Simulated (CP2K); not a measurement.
NaI:

```
I Na
1.0
     4.57696    0.00000    0.00000
     2.28848    3.96376    0.00000
     2.28848    1.32125    3.73707
I Na
1 1
Direct
  0.50000 0.50000 0.50000
  0.00000 0.00000 0.00000
```

Base run:

| Item | Value |
| --- | --- |
| Program | CP2K 2026.2 |
| Functional | revPBE |
| Potentials or basis | POTENTIAL_UZH I GTH-PBE-q7, Na GTH-PBE-q9; TZVP-MOLOPT-PBE-GTH basis |
| Density cutoff | 19048 eV |
| k mesh | 7 × 7 × 7 |
| Occupations | fermi-dirac, width 0.05 eV |
| Spin | no spin polarisation |

Its results: band gap on the k mesh 3.86 eV, direct; pressure 1.7 GPa.

Task: After a change of settings the same cell gave: band gap on the k mesh 3.22 eV, direct; pressure -1.1 GPa. Which change was it?
A. functional from revPBE to BEEF-vdW
B. functional from revPBE to TASK
C. functional from revPBE to PW91
D. functional from revPBE to LDA

Result: D.

LDA binds more tightly than revPBE, so the same cell stands under less pressure.

Caveats: the potentials were made for another functional, which shifts forces and pressure; spin-orbit coupling is left out, which moves the levels of the heavy elements; the basis of atomic orbitals isn't converged, which shifts pressures, moduli and gaps.
